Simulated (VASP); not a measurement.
# Pd: intraband terms of a metal's spectrum

Pd, Fm-3m (no. 225), 1 atom in the cell. PBE, independent-particle dielectric function; PAW potentials Pd (PBE set).

## Input

INCAR.step1:
```
PREC = Accurate ; ENCUT = 290
ISMEAR = 1 ; SIGMA = 0.1
EDIFF = 1E-7 ; LASPH = True
KPAR = 4 ; LWAVE = False
LCHARG = True ; LMAXMIX = 4
```

INCAR.step2:
```
PREC = Accurate ; ENCUT = 290
ISMEAR = 0 ; SIGMA = 0.3
EDIFF = 1E-6 ; LASPH = True
KPAR = 4 ; LWAVE = True
LCHARG = False ; LMAXMIX = 4
ICHARG = 11 ; NBANDS = 19
NEDOS = 3000 ; OMEGAMAX = 30
CSHIFT = 0.1
```

INCAR.step3, as INCAR.step2 but for:
```
- LWAVE = True
+ LWAVE = False
+ LOPTICS = True
+ ALGO = None
+ NELM = 1
+ ISTART = 1
```

INCAR.step4, as INCAR.step3 but for:
```
+ WPLASMAI = 0.03
```

INCAR.step5 to INCAR.step6 change the same tag again: WPLASMAI = 0.1, 0.3.

INCAR.step7, as INCAR.step6 but for:
```
- WPLASMAI = 0.3
+ RTIME = 40
```

INCAR.step8, as INCAR.step7 but for:
```
- RTIME = 40
+ RTIME = 5
```

INCAR.step9, as INCAR.step8 but for:
```
- RTIME = 5
+ LNABLA = True
```

INCAR.step10, as INCAR.step9 but for:
```
- ISMEAR = 0
- LNABLA = True
+ ISMEAR = -5
```

KPOINTS.step1:
```
k-points
0
Gamma
  12 12 12
```

KPOINTS.step2:
```
k-points
0
Gamma
  24 24 24
```

POSCAR:
```
Pd
1.0
    0.0000000000      1.9465000000      1.9465000000
    1.9465000000      0.0000000000      1.9465000000
    1.9465000000      1.9465000000      0.0000000000
Pd
1
Direct
    0.0000000000      0.0000000000      0.0000000000
```

Commands (each step's output is kept before the next begins):
```
cat potpaw_PBE.64/Pd/POTCAR > POTCAR
cp INCAR.step1 INCAR
cp KPOINTS.step1 KPOINTS
mpirun -np 4 vasp_std > vasp.out
cp INCAR.step2 INCAR
cp KPOINTS.step2 KPOINTS
mpirun -np 4 vasp_std > vasp.out
cp INCAR.step3 INCAR
mpirun -np 4 vasp_std > vasp.out
cp INCAR.step4 INCAR
mpirun -np 4 vasp_std > vasp.out
cp INCAR.step5 INCAR
mpirun -np 4 vasp_std > vasp.out
cp INCAR.step6 INCAR
mpirun -np 4 vasp_std > vasp.out
cp INCAR.step7 INCAR
mpirun -np 4 vasp_std > vasp.out
cp INCAR.step8 INCAR
mpirun -np 4 vasp_std > vasp.out
cp INCAR.step9 INCAR
mpirun -np 4 vasp_std > vasp.out
cp INCAR.step10 INCAR
mpirun -np 4 vasp_std > vasp.out
```

## Result

- Bands: 19

One ground state, settings moved in the last step alone:

| Settings | Plasma frequency (eV) | Im ε at 0.5 eV | Im ε at 1 eV | Im ε at 2 eV | Im ε at 4 eV | Time (s) |
|---|---|---|---|---|---|---|
| interband part alone | 7.33 | 59.1 | 42.8 | 18.2 | 6.1 | 7 |
| Drude term, WPLASMAI 0.03 | 7.33 | 71.9 | 44.4 | 18.4 | 6.1 | 7 |
| Drude term, WPLASMAI 0.1 | 7.33 | 100.4 | 48.1 | 18.8 | 6.2 | 7 |
| Drude term, WPLASMAI 0.3 | 7.33 | 153.8 | 57.5 | 20.1 | 6.3 | 7 |
| relaxation time RTIME 40 fs | 7.33 | 66.1 | 43.6 | 18.3 | 6.1 | 7 |
| relaxation time RTIME 5 fs | 7.33 | 111.9 | 49.7 | 19.0 | 6.2 | 7 |
| transversal form (LNABLA) | 6.91 | 53.3 | 39.3 | 17.3 | 6.0 | 7 |
| tetrahedron method | – | – | – | – | – | no result |

VASP 6.6.1 took 58 s on 4 cores (AMD EPYC 7R13 (Zen 3)), a shared host.
